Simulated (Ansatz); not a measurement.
An input for Ansatz 0.2.0 (BaTiO3 (Pm-3m)):

```yaml
crystal:
  lattice:
    - [4.006, 0.0, 0.0]
    - [0.0, 4.006, 0.0]
    - [0.0, 0.0, 4.006]
  atoms:
    - { symbol: Ba, position: [0.5, 0.5, 0.5] }
    - { symbol: Ti, position: [0.0, 0.0, 0.0] }
    - { symbol: O, position: [0.5, 0.0, 0.0] }
    - { symbol: O, position: [0.0, 0.5, 0.0] }
    - { symbol: O, position: [0.0, 0.0, 0.5] }
kpoints:
  mp_grid: { grid: [4, 4, 4] }
hamiltonian:
  xc: pbe
  pseudopotentials: { kind: paw, azcp: { folder: "./paw" } }
scf:
  occupations: { method: fixed }
gw:
  n_empty_bands: 509
  ecut_chi: 230.0
  qp_bands: [v2, c2]
  qp_kpoints: band_edges
  screening: { model: contour_deformation }
```

```sh
ansatz run input.yaml --threads 3 --pin off --max-ram 92160MiB --backend cuda --events-out ev --progress --plain --runs-dir out --devices 1 --max-vram 13GiB
```

**Question.** Estimate wall time and host memory on 1 × NVIDIA H100 80GB HBM3 (shared by 6 runs) with 3 threads of AMD EPYC 7R13 (Zen 3), shared host.

It took 27 s; on shared hardware allow 14 s to 55 s. Peak host memory was 1.6 GiB. The sizes that set the cost: 1237 plane waves a state, 10 irreducible k points, 529 bands summed, 485 plane waves in the screening and 8 SCF cycles.

The screening grows as filled bands × empty bands × pairs of k points, times the square of the screening basis for the matrix.

[Paths, hosts, dates, memory and timing lines, banners, echoed tables and standing remarks are left out of the program output.]

[Logs are printed without paths, hosts, clocks, repeated set-up lines and the standing remarks that a program may print on its own settings, such as how far it seeks lower states.]

[Runs of the session that timed out or met a known fault of the program may be left out.]

[Cells called generated may have been cut or substituted from an entry of the Crystallography Open Database or the Materials Project.]

[Hosts, paths, dates, database ids (printed as entryN), source tags and the programs' standing remarks are cut or masked in the printed files.]
